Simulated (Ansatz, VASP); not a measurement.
Two plane-wave programs on MgI2

```
Mg I
1.0
     4.15370    0.00000    0.00000
    -2.07685    3.59721    0.00000
     0.00000    0.00000    6.86200
Mg I
1 2
Direct
  0.00000 0.00000 0.00000
  0.26221 0.63110 0.80935
  0.59554 0.29777 0.29409
```

Change from the starting cell: all I atoms moved +0.438 Å, as atom 2 towards its neighbour atom 3 (I) at 4.101 Å.

Alike in both runs: task single point; functional LDA; k mesh 6 × 6 × 4; occupations gaussian, width 0.05 eV; no spin polarisation.

|  | VASP | Ansatz |
| --- | --- | --- |
| version | VASP 6.6.1 | Ansatz 0.2.0 |
| potentials or method | VASP PAW LDA potentials, release 64 (Mg, I) | scalar-relativistic, plane waves, PAW |
| plane-wave cutoff (eV) | 520 | 420 |
| valence electrons in the cell | 16 | 44 |

```csv
,VASP,Ansatz,Ansatz less VASP
gap on the k mesh at the Fermi level (eV),2.45,2.44,-0.006
least direct gap on the mesh (eV),2.45,2.44,-0.006
pressure (GPa),0.1,0.1,+0.07
largest component of the traceless stress (GPa),1.34,1.33,-0.010
rms of the force components (eV/Å),0.862,0.859,-0.0039
```

Atom by atom the forces differ by 0.006 eV/Å (rms over components). The two sets of potentials don't hold the same shells in valence.

Caveats: spin-orbit coupling is left out, which moves the levels of the heavy elements; forces of over 1 eV/Å show positions far from the minimum, so gaps and moduli don't describe the material at rest. A k mesh can miss the band edges.
